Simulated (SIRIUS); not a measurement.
Runs of SIRIUS 7.12.0 on Mo. The structure is cubic, space group Im-3m (No. 229). The conventional cell has a = 3.168 Å, b = 3.168 Å, c = 3.168 Å, α = 90.00°, β = 90.00°, γ = 90.00°. Mo (site symmetry m-3m) has 8 Mo at 2.74 Å as nearest neighbours. 

```csv
level,V0 of scaled cells (Å³/atom),B0 (GPa)
PBE+D4,15.42,275
PBE,(a),261
PBE+D3(BJ),15.32,278
PBE+D3,15.35,(b)
```

Alike in all rows: task equation of state; potentials or basis all-electron FP-LAPW, apw+lo standard; no spin polarisation; cell as given; k mesh 12 × 12 × 12; cutoff (eV) 169; smearing fermi-dirac 0.05 eV.

Q: Estimate the missing entries.

A: (a) 15.77; (b) 279.
